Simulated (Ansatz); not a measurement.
# An N vacancy in wurtzite BN, 95 atoms, charge +3

Aim: let the atoms about the defect relax, then read the frontier levels by PBEsol and HSE06.

Program: Ansatz 0.2.0, PAW, plane waves. These are calculated values, not measurements.

### Step 1. The system as built

95 atoms (48 B, 47 N); a = 7.623 Å, b = 8.802 Å, c = 8.407 Å, α = 90.00°, β = 90.00°, γ = 90.00°. All atoms were shaken off their sites by about 0.02 Å along each axis. Defect site 1: (0.500, 0.583, 0.438).

Plan of the steps: (2) PBEsol relaxation at the single k point (¼, ¼, ¼), on 8 threads of Intel Xeon 6975P-C; (3) HSE06 single point at the single k point (¼, ¼, ¼), on 8 threads of Intel Xeon 6975P-C.

### Step 2. PBEsol relaxation in the fixed cell

The input, in.yaml:

```yaml
crystal:
  lattice:
    - [7.622990, 0.000000, 0.000000]
    - [0.000000, 8.802271, 0.000000]
    - [0.000000, 0.000000, 8.406582]
  atoms:
    - { symbol: B, position: [0.002800, 0.165834, 0.997371] }
    - { symbol: B, position: [0.998032, 0.163063, 0.498199] }
    - { symbol: B, position: [0.335264, 0.166959, 0.997018] }
    - { symbol: B, position: [0.330725, 0.166134, 0.502697] }
    - { symbol: B, position: [0.161212, 0.418386, 0.997812] }
    - { symbol: B, position: [0.165456, 0.416537, 0.498445] }
    - { symbol: B, position: [0.000577, 0.667787, 0.999063] }
    - { symbol: B, position: [0.002992, 0.667945, 0.500442] }
    - { symbol: B, position: [0.665846, 0.167956, 0.004302] }
    - { symbol: B, position: [0.670042, 0.168964, 0.501091] }
    - { symbol: B, position: [0.501200, 0.417017, 0.998227] }
    - { symbol: B, position: [0.495784, 0.415657, 0.500492] }
    - { symbol: B, position: [0.330647, 0.662848, 0.999429] }
    - { symbol: B, position: [0.329880, 0.666480, 0.497160] }
    - { symbol: B, position: [0.164732, 0.913845, 0.003235] }
    - { symbol: B, position: [0.170613, 0.917433, 0.499703] }
    - { symbol: B, position: [0.831945, 0.412821, 0.994928] }
    - { symbol: B, position: [0.831353, 0.415287, 0.500607] }
    - { symbol: B, position: [0.666815, 0.666995, 0.001910] }
    - { symbol: B, position: [0.667529, 0.667263, 0.500862] }
    - { symbol: B, position: [0.499610, 0.919347, 0.999469] }
    - { symbol: B, position: [0.501361, 0.913852, 0.498407] }
    - { symbol: B, position: [0.832638, 0.916256, 0.001123] }
    - { symbol: B, position: [0.835241, 0.918814, 0.499993] }
    - { symbol: B, position: [0.168768, 0.082308, 0.249878] }
    - { symbol: B, position: [0.166735, 0.080231, 0.747176] }
    - { symbol: B, position: [0.000521, 0.334302, 0.250724] }
    - { symbol: B, position: [0.002358, 0.329833, 0.750409] }
    - { symbol: B, position: [0.500079, 0.083059, 0.253339] }
    - { symbol: B, position: [0.498295, 0.085219, 0.752124] }
    - { symbol: B, position: [0.334460, 0.335106, 0.250936] }
    - { symbol: B, position: [0.332020, 0.330672, 0.750093] }
    - { symbol: B, position: [0.164061, 0.585396, 0.251310] }
    - { symbol: B, position: [0.167112, 0.585093, 0.748962] }
    - { symbol: B, position: [0.001268, 0.831782, 0.251945] }
    - { symbol: B, position: [0.995166, 0.835171, 0.751298] }
    - { symbol: B, position: [0.832336, 0.080510, 0.247107] }
    - { symbol: B, position: [0.835231, 0.083170, 0.751826] }
    - { symbol: B, position: [0.666894, 0.328822, 0.251892] }
    - { symbol: B, position: [0.664193, 0.331572, 0.753750] }
    - { symbol: B, position: [0.504437, 0.587134, 0.249493] }
    - { symbol: B, position: [0.502159, 0.578385, 0.750845] }
    - { symbol: B, position: [0.334213, 0.831888, 0.252982] }
    - { symbol: B, position: [0.335730, 0.830216, 0.751333] }
    - { symbol: B, position: [0.833399, 0.586859, 0.249316] }
    - { symbol: B, position: [0.833248, 0.585404, 0.750705] }
    - { symbol: B, position: [0.667753, 0.831258, 0.254151] }
    - { symbol: B, position: [0.667846, 0.833856, 0.750322] }
    - { symbol: N, position: [0.999844, 0.163802, 0.191505] }
    - { symbol: N, position: [0.004162, 0.167492, 0.683778] }
    - { symbol: N, position: [0.335377, 0.167313, 0.189626] }
    - { symbol: N, position: [0.332615, 0.168224, 0.691404] }
    - { symbol: N, position: [0.168278, 0.419852, 0.187405] }
    - { symbol: N, position: [0.162073, 0.413899, 0.685295] }
    - { symbol: N, position: [0.001216, 0.666991, 0.192249] }
    - { symbol: N, position: [0.000586, 0.665274, 0.685622] }
    - { symbol: N, position: [0.668754, 0.165035, 0.187753] }
    - { symbol: N, position: [0.663991, 0.167592, 0.688721] }
    - { symbol: N, position: [0.504728, 0.419577, 0.187736] }
    - { symbol: N, position: [0.501426, 0.415019, 0.685200] }
    - { symbol: N, position: [0.334863, 0.668188, 0.189411] }
    - { symbol: N, position: [0.330631, 0.668372, 0.689015] }
    - { symbol: N, position: [0.164418, 0.919496, 0.186594] }
    - { symbol: N, position: [0.171083, 0.917909, 0.683953] }
    - { symbol: N, position: [0.836939, 0.413819, 0.184377] }
    - { symbol: N, position: [0.835775, 0.414540, 0.688271] }
    - { symbol: N, position: [0.668481, 0.670444, 0.185660] }
    - { symbol: N, position: [0.664830, 0.665935, 0.686835] }
    - { symbol: N, position: [0.499553, 0.915541, 0.188649] }
    - { symbol: N, position: [0.498260, 0.916643, 0.686848] }
    - { symbol: N, position: [0.834326, 0.918217, 0.183335] }
    - { symbol: N, position: [0.835132, 0.919867, 0.687717] }
    - { symbol: N, position: [0.160977, 0.083414, 0.439585] }
    - { symbol: N, position: [0.167530, 0.085574, 0.939964] }
    - { symbol: N, position: [0.003920, 0.331929, 0.441435] }
    - { symbol: N, position: [0.999146, 0.332521, 0.937197] }
    - { symbol: N, position: [0.501155, 0.086154, 0.433936] }
    - { symbol: N, position: [0.500266, 0.082648, 0.936448] }
    - { symbol: N, position: [0.330139, 0.336054, 0.439558] }
    - { symbol: N, position: [0.336643, 0.330367, 0.936477] }
    - { symbol: N, position: [0.166217, 0.585771, 0.438908] }
    - { symbol: N, position: [0.164841, 0.585391, 0.938118] }
    - { symbol: N, position: [0.999171, 0.830926, 0.440801] }
    - { symbol: N, position: [0.995692, 0.831383, 0.939743] }
    - { symbol: N, position: [0.831945, 0.081634, 0.436516] }
    - { symbol: N, position: [0.836347, 0.085398, 0.936651] }
    - { symbol: N, position: [0.664937, 0.336501, 0.440458] }
    - { symbol: N, position: [0.668134, 0.333925, 0.935428] }
    - { symbol: N, position: [0.496796, 0.582436, 0.936621] }
    - { symbol: N, position: [0.335479, 0.834280, 0.436380] }
    - { symbol: N, position: [0.335526, 0.835080, 0.936584] }
    - { symbol: N, position: [0.832197, 0.581486, 0.436126] }
    - { symbol: N, position: [0.829372, 0.581973, 0.939230] }
    - { symbol: N, position: [0.664299, 0.835938, 0.434932] }
    - { symbol: N, position: [0.667444, 0.835447, 0.933855] }
  symmetry: { detect: false }
kpoints:
  mp_grid: { grid: [1, 1, 1], shift: [0.25, 0.25, 0.25] }
hamiltonian:
  xc: pbesol
total_charge: 3
scf:
  occupations: { method: fermi_dirac, width: 0.01 }
relax:
  f_tol: 0.03
  max_steps: 80
  escape_saddle: false
  adjacent_minimum: "off"
output:
  forces: true
  eigenvalues: true
  populations: true
  charged_corrections: { epsilon: 7 }
```

Started as:

```sh
$ ansatz run in.yaml --threads 8 --pin off --max-ram 17100MiB --runs-dir r --events-out ev --progress --plain
```

What it wrote:

```text
Pseudopotentials: kind: paw
Functional definition: PBEsol
  exchange = pbesol_x
  correlation = pbesol_c
Crystal: 95 atoms, lattice volume = 564.078 Å³
Basis set: ecut = 420 eV, 11009 PW (Γ), exchange–correlation on 108×120×120 points (8 copies of the dense FFT grid, shifted against one another)
Bands: 283, of which v1, the nominal top of the filled ones, is band 188 counted from 1 (187 counted from 0)
Symmetry: 1 space group operations
k-points: 1
Non-local potential: B, projectors of the file, l = 0: 2, l = 1: 2, l = 2: 1
Non-local potential: N, projectors of the file, l = 0: 2, l = 1: 2, l = 2: 1
PAW form: soft (Blöchl's): semilocal exchange-correlation on the pseudo side does not see the compensation charge
PAW frozen core: B, regenerated for the run's functional, and the local potential with it (the file was generated under x = pbe(κ = 0.804, μ = 0.2195149727645171), c = pbe(β = 0.06672455060314922))
PAW frozen core: N, regenerated for the run's functional, and the local potential with it (the file was generated under x = pbe(κ = 0.804, μ = 0.2195149727645171), c = pbe(β = 0.06672455060314922))
PAW one-centre angular grid: B, 110 points (default); XC on 64 Gauss nodes
PAW one-centre angular grid: N, 110 points (default); XC on 64 Gauss nodes
Initial density: superposition of atomic densities (neutral atoms scaled as one to the charged cell's electrons: chi_scale 0, normalization atom), corrected by the library's trained network
Initial wavefunctions: pseudopotential atomic-orbital guess
Functional: x = pbesol(κ = 0.804, μ = 0.12345679012345678), c = pbesol(β = 0.046)
SCF iter   1: F=—  HF=-25270.677817 eV  |F-HF|=—  |Δ(HF+E_count)|=         —  Δρ=9.29e-3  dr2=6.21e-1  ethr=1.77e-3  ⟨swp⟩=6.0  Hψ=1066  notcnv=0  defer=85
preconditioner: auto → Resta (q_TF=auto, 2.550 Å⁻¹)  ε∞=4.1  [insulator: Δε(μ)=0.257 eV  Ē_g=17.268 eV  σ=0.010 eV  W_gap=1.00  n_scr=154 (ndim 8)  ℏωp=30.3 eV  f_vac=0.000  D(μ)=0.00/eV (n_scr^D=0)  ε∞_Penn≈4.1]
SCF iter   2: F=—  HF=-25270.548849 eV  |F-HF|=—  |Δ(HF+E_count)|=   1.29e-1  Δρ=4.53e-3  dr2=1.68e-1  ethr=1.65e-4  ⟨swp⟩=2.0  Hψ=334  notcnv=0  defer=89
SCF iter   3: F=—  HF=-25270.500992 eV  |F-HF|=—  |Δ(HF+E_count)|=   4.79e-2  Δρ=6.53e-4  dr2=3.68e-3  ethr=4.48e-5  ⟨swp⟩=3.0  Hψ=311  notcnv=0  defer=89
SCF iter   4: F=—  HF=-25270.500337 eV  |F-HF|=—  |Δ(HF+E_count)|=   6.55e-4  Δρ=1.86e-4  dr2=1.68e-4  ethr=9.79e-7  ⟨swp⟩=2.0  Hψ=336  notcnv=0  defer=89
iter 5 did not close the SCF: its close was put off for the readings that it lacked (scf_convergence_deferred on its scf_iter line)
SCF iter   5: F=-25270.500317 eV  HF=-25270.500319 eV  |F-HF|=1.95e-6  |Δ(HF+E_count)|=   1.88e-5  Δρ=2.83e-5  dr2=3.89e-6  ethr=4.46e-8  ⟨swp⟩=3.0  Hψ=478  notcnv=0  defer=89
SCF iter   6: F=-25270.500318 eV  HF=-25270.500318 eV  |F-HF|=1.53e-7  |Δ(HF+E_count)|=   2.93e-7  Δρ=6.86e-6  dr2=2.73e-7  ethr=1.03e-9  ⟨swp⟩=15.0  Hψ=1618  notcnv=0
SCF 1 converged in 6 iterations: F = -25270.500318 eV  dr2 = 2.73e-7
relax step   1: F+E_penalty+E_count = -25270.50031817 eV  Δ(F+E_penalty+E_count) = +0.000e0 eV  max|allowed force component| = 2.122e0 eV/Å  Δτ_max = 0.0000 Å  (6 SCF iters, dr2 threshold 2.25e-5 eV, accepted)
[... from here on, the SCF cycles and remarks between the steps are left out ...]
relax step   2: F+E_penalty+E_count = -25272.08486953 eV  Δ(F+E_penalty+E_count) = -1.585e0 eV  max|allowed force component| = 1.196e0 eV/Å  Δτ_max = 0.0728 Å  (6 SCF iters, dr2 threshold 1.00e-4 eV, accepted)
relax step   3: F+E_penalty+E_count = -25272.86916002 eV  Δ(F+E_penalty+E_count) = -7.843e-1 eV  max|allowed force component| = 1.466e0 eV/Å  Δτ_max = 0.0684 Å  (9 SCF iters, dr2 threshold 8.93e-5 eV, accepted)
relax step   4: F+E_penalty+E_count = -25273.77502918 eV  Δ(F+E_penalty+E_count) = -9.059e-1 eV  max|allowed force component| = 2.178e0 eV/Å  Δτ_max = 0.1399 Å  (6 SCF iters, dr2 threshold 1.00e-4 eV, accepted)
relax step   5: F+E_penalty+E_count = -25274.30821625 eV  Δ(F+E_penalty+E_count) = -5.332e-1 eV  max|allowed force component| = 9.761e-1 eV/Å  Δτ_max = 0.1388 Å  (5 SCF iters, dr2 threshold 1.00e-4 eV, accepted)
relax step   6: F+E_penalty+E_count = -25274.62432270 eV  Δ(F+E_penalty+E_count) = -3.161e-1 eV  max|allowed force component| = 3.328e-1 eV/Å  Δτ_max = 0.0314 Å  (5 SCF iters, dr2 threshold 1.00e-4 eV, accepted)
relax step   7: F+E_penalty+E_count = -25274.64666078 eV  Δ(F+E_penalty+E_count) = -2.234e-2 eV  max|allowed force component| = 5.618e-2 eV/Å  Δτ_max = 0.0127 Å  (4 SCF iters, dr2 threshold 1.29e-5 eV, accepted)
relax step   8: F+E_penalty+E_count = -25274.64725714 eV  Δ(F+E_penalty+E_count) = -5.964e-4 eV  max|allowed force component| = 4.226e-2 eV/Å  Δτ_max = 0.0043 Å  (5 SCF iters, accepted)
relax step   9: F+E_penalty+E_count = -25274.64738920 eV  Δ(F+E_penalty+E_count) = -1.321e-4 eV  max|allowed force component| = 5.215e-3 eV/Å  Δτ_max = 0.0020 Å  (4 SCF iters, accepted)
SCF converged after 4 iterations
Free energy (F): -25274.647389 eV
Harris-Foulkes:  -25274.647389 eV  (|F-HF|=2.61e-8)
Internal energy: -25274.647389 eV  (E = F + TS)
E sigma→0 (E₀):  -25274.647389 eV
Fermi energy:    11.744814 eV
--- Per-component energies (eV) ---
  E_band       = 1159.254330
  E_kinetic    = 8693.524671
  E_local      = -8778.077593  (includes V_loc(G=0)·N_el)
  E_nonlocal   = 2676.134169
  E_hartree    = 2532.460229
  E_xc         = -4357.198626
  E_vxc        = -5435.869079  (∫ρ·V_xc dr)
  E_paw        = -9405.627891  (= ΣΔE_a)
  E_vpaw       = -1061.381995  (= ΣTr[D̂ρ^β])
  E_aug_tail   = 0.004649  (compensation charges beyond the density's cutoff)
  E_ewald      = -16637.893765
  E_core_change = 2.026770  (= ΣΔE_core)
  E_smearing   = -0.000000  (= −TS)
  E_closure    = -0.000000  (closes the sum)
  E_deformation_potential = 62.075302  (in the stress; not in F)
  Σ components = -25274.647389   (vs F -25274.647389, Δ=0.00e0)
--- Forces (eV/Å), atoms counted from 1 ---
  atom   1  B     -0.00013543     0.00046797     0.00034244
  atom   2  B     -0.00007530     0.00149963    -0.00043512
  atom   3  B      0.00056429     0.00016552    -0.00040737
  atom   4  B     -0.00006155     0.00503640    -0.00189356
  atom   5  B      0.00004749     0.00028891     0.00024312
  atom   6  B      0.00048361    -0.00121344     0.00035857
  atom   7  B      0.00051979    -0.00046454    -0.00068879
  atom   8  B     -0.00185166    -0.00265055    -0.00224686
  atom   9  B     -0.00022728     0.00000975    -0.00020667
  atom  10  B     -0.00039563     0.00435493    -0.00176726
  atom  11  B     -0.00016920    -0.00146488     0.00124577
  atom  12  B     -0.00173171    -0.00223948    -0.00153146
  atom  13  B     -0.00147587    -0.00029613     0.00092518
  atom  14  B     -0.00227214     0.00117260    -0.00500494
  atom  15  B     -0.00004094    -0.00019438    -0.00008705
  atom  16  B      0.00184891    -0.00031754    -0.00184942
  atom  17  B      0.00039374    -0.00022991     0.00051378
  atom  18  B     -0.00038870    -0.00062573     0.00028027
  atom  19  B      0.00094782    -0.00012687     0.00077994
  atom  20  B      0.00108373     0.00406913    -0.00341806
  atom  21  B      0.00006885     0.00057730     0.00049440
  atom  22  B      0.00004500    -0.00002429    -0.00079381
  atom  23  B     -0.00007129     0.00037800    -0.00020384
  atom  24  B     -0.00258226    -0.00028642    -0.00226275
  atom  25  B      0.00055760    -0.00015918    -0.00060535
  atom  26  B      0.00036981     0.00002286     0.00153502
  atom  27  B      0.00033077     0.00131268    -0.00074072
  atom  28  B     -0.00009197     0.00030166     0.00057852
  atom  29  B     -0.00012708    -0.00034129    -0.00047703
  atom  30  B      0.00005069     0.00054081     0.00107704
  atom  31  B      0.00093325    -0.00069062    -0.00011355
  atom  32  B      0.00050779    -0.00009005     0.00107172
  atom  33  B     -0.00018656     0.00064753     0.00009535
  atom  34  B     -0.00037092     0.00011860     0.00186110
  atom  35  B     -0.00086575    -0.00058035    -0.00111738
  atom  36  B     -0.00050301    -0.00109916     0.00131562
  atom  37  B     -0.00057914    -0.00019586    -0.00047624
  atom  38  B     -0.00065293    -0.00016405     0.00159984
  atom  39  B     -0.00137202     0.00018915    -0.00053901
  atom  40  B     -0.00058445     0.00042363     0.00139346
  atom  41  B      0.00079761    -0.00103056     0.00492173
  atom  42  B      0.00029689     0.00049678     0.00379492
  atom  43  B     -0.00000993    -0.00062086    -0.00019090
  atom  44  B      0.00077613    -0.00107479     0.00144040
  atom  45  B     -0.00027747     0.00163455    -0.00004368
  atom  46  B     -0.00053445     0.00095298     0.00193447
  atom  47  B      0.00131494    -0.00089546     0.00006845
  atom  48  B     -0.00018138    -0.00118952     0.00091671
  atom  49  N      0.00023048     0.00069392     0.00021400
  atom  50  N     -0.00003767    -0.00031832    -0.00084377
  atom  51  N     -0.00011739     0.00034665     0.00000737
  atom  52  N     -0.00044084    -0.00056901    -0.00066254
  atom  53  N     -0.00024795    -0.00096141     0.00033085
  atom  54  N     -0.00057632    -0.00009219     0.00057245
  atom  55  N      0.00030168    -0.00000968     0.00017323
  atom  56  N      0.00014938    -0.00062840    -0.00085141
  atom  57  N      0.00000758     0.00060533    -0.00023685
  atom  58  N      0.00024730    -0.00003837    -0.00118373
  atom  59  N     -0.00032111    -0.00147490    -0.00227045
  atom  60  N      0.00000932    -0.00069031     0.00054678
  atom  61  N     -0.00217258     0.00130476    -0.00157538
  atom  62  N     -0.00120514     0.00079540     0.00001458
  atom  63  N      0.00023965    -0.00055753     0.00035514
  atom  64  N      0.00006383     0.00088621    -0.00060424
  atom  65  N      0.00053584    -0.00105537     0.00066075
  atom  66  N      0.00106923    -0.00107645    -0.00023548
  atom  67  N      0.00167450     0.00124458    -0.00191857
  atom  68  N      0.00141435     0.00064159    -0.00010334
  atom  69  N     -0.00006561     0.00025470    -0.00049843
  atom  70  N     -0.00021514     0.00088598    -0.00029770
  atom  71  N     -0.00017297     0.00011390     0.00033552
  atom  72  N      0.00015794     0.00161434    -0.00014568
  atom  73  N     -0.00020607    -0.00030394     0.00002322
  atom  74  N     -0.00029553     0.00009461    -0.00044836
  atom  75  N      0.00016927     0.00010805     0.00028583
  atom  76  N      0.00018289     0.00017986    -0.00038899
  atom  77  N      0.00038127    -0.00031801    -0.00017494
  atom  78  N      0.00006312    -0.00067987    -0.00081240
  atom  79  N      0.00033111    -0.00507857     0.00079253
  atom  80  N     -0.00001985    -0.00011450     0.00066304
  atom  81  N      0.00070765     0.00287946     0.00154554
  atom  82  N      0.00072275    -0.00031445     0.00077012
  atom  83  N      0.00018962    -0.00029106     0.00050634
  atom  84  N     -0.00016787    -0.00083719     0.00025500
  atom  85  N      0.00016378    -0.00074832     0.00033411
  atom  86  N      0.00010389     0.00014435    -0.00024643
  atom  87  N      0.00054196    -0.00331680     0.00055560
  atom  88  N     -0.00034216     0.00035311     0.00020046
  atom  89  N      0.00005321     0.00032349    -0.00069953
  atom  90  N     -0.00329038    -0.00002061     0.00141204
  atom  91  N      0.00007170    -0.00038181     0.00009859
  atom  92  N      0.00119356     0.00062530     0.00027286
  atom  93  N     -0.00066739    -0.00023695     0.00012273
  atom  94  N      0.00521486    -0.00020906     0.00167874
  atom  95  N      0.00025094    -0.00014654    -0.00003803
  max |Σ_I F_I| component: 1.78e-4 eV/Å
--- Charged-cell corrections in eV (Makov–Payne, q = +3.000 e, ε = 7.000) ---
  F (periodic)     = -25274.647389  (uncorrected; the corrections below are reported, never added to it)
  E_corr1          = +3.161332  (monopole, q²α_M/2εL)
  F Makov-Payne    = -25271.486057  (F + E_corr1; no measured alignment; for a localised charge, not one spread in a band: unchecked)
--- Band table (eV) ---
  k-point 0: bands = [... 176 lower levels ..., "9.1523", "9.2406", "9.4353", "9.5754", "9.6455", "9.7969", "9.8869", "9.9596", "10.0581", "10.1449", "10.5042", "10.8174", "12.6722", "15.0112", "15.2692", "15.3090", "17.2613", "17.3515", "17.7700", "17.9138", "18.0837", "18.1387", "18.2566", "18.3929", ... 83 higher levels ...]
--- Relaxed structure (9 steps of the walk, 9 accepted, 0 SCFs on fresh bases) ---
  F+E_penalty+E_count = -25274.64738920 eV   max|allowed force component| = 5.215e-3 eV/Å
  atoms:
    - { symbol: B, position: [0.00010724142479953807, 0.16653028443790557, 1.0014992492430959] }
    - { symbol: B, position: [1.0001501985934944, 0.16765463061769084, 0.5024666042819335] }
[... 9 atoms left out ...]
    - { symbol: B, position: [0.5002271321255047, 0.3777386107173896, 0.5130648773456826] }
[... 1 atom left out ...]
    - { symbol: B, position: [0.29517376365696635, 0.6864238696703995, 0.5131910899445468] }
[... 5 atoms left out ...]
    - { symbol: B, position: [0.704520687197712, 0.6860662535648041, 0.5130970743405189] }
[... 20 atoms left out ...]
    - { symbol: B, position: [0.50008698188014, 0.5831835231765771, 0.2021274852908385] }
[... 37 atoms left out ...]
    - { symbol: N, position: [0.3347503919966566, 0.336128852444962, 0.43690087228276553] }
[... 1 atom left out ...]
    - { symbol: N, position: [0.1688051428715927, 0.583412345283104, 0.43691355552399147] }
[... 5 atoms left out ...]
    - { symbol: N, position: [0.6655446309164637, 0.33548393830666934, 0.4369636748688113] }
[... 2 atoms left out ...]
    - { symbol: N, position: [0.33528395531507593, 0.8310176036594872, 0.43692894737994253] }
[... 1 atom left out ...]
    - { symbol: N, position: [0.830914817649497, 0.5833651152422051, 0.4369470229699163] }
[... 3 atoms left out; the next input holds them all, rounded ...]
--- Löwdin populations: 95 sites ---
  site symbol       q [e]
     0      B      2.6719
     1      B      2.6681
[... 9 atoms left out ...]
    11      B      2.5591
[... 1 atom left out ...]
    13      B      2.5500
[... 5 atoms left out ...]
    19      B      2.5530
[... 20 atoms left out ...]
    40      B      2.5480
[... 37 atoms left out ...]
    78      N      5.2504
[... 1 atom left out ...]
    80      N      5.2464
[... 5 atoms left out ...]
    86      N      5.2515
[... 2 atoms left out ...]
    89      N      5.2504
[... 1 atom left out ...]
    91      N      5.2467
[... 3 atoms left out ...]
  spilling = 0.003639 (of n_electrons = 376.000000)
```

Run time: 26 s. Hardware: 8 threads of Intel Xeon 6975P-C, shared host; peak memory 1.3 GiB.

Step by step:

```tsv
accepted step	energy change (eV)	largest force component (eV/Å)	SCF cycles
1	0.000	2.122	6
2	-1.585	1.196	6
3	-2.369	1.466	9
4	-3.275	2.178	6
5	-3.808	0.976	5
6	-4.124	0.333	5
7	-4.146	0.056	4
8	-4.147	0.042	5
9	-4.147	0.005	4
```

Largest shifts, less the median shift:

```tsv
atom	shift (Å)	dx	dy	dz
B41	0.407	-0.030	-0.038	-0.404
B12	0.354	0.037	-0.337	0.100
B20	0.342	0.286	0.162	0.097
B14	0.338	-0.261	0.172	0.129
B42	0.087	-0.012	0.037	-0.077
B19	0.085	0.019	0.004	-0.082
B13	0.074	0.010	0.040	-0.062
B10	0.073	-0.016	-0.070	0.011
```

The shell about the vacant site (Å):

```tsv
atom	before (Å)	after (Å)	own shift (Å)
B20	1.568	1.911	0.343
B14	1.571	1.914	0.345
B12	1.568	1.918	0.352
B41	1.582	1.980	0.401
N94	2.552	2.514	0.048
N79	2.533	2.514	0.042
N90	2.540	2.516	0.029
N87	2.510	2.520	0.031
```

At the single k point (¼, ¼, ¼) the filled levels end at 10.817 eV and the empty ones begin at 12.672 eV, a spacing of 1.85 eV.

(Part 1 of 2 ends here.)
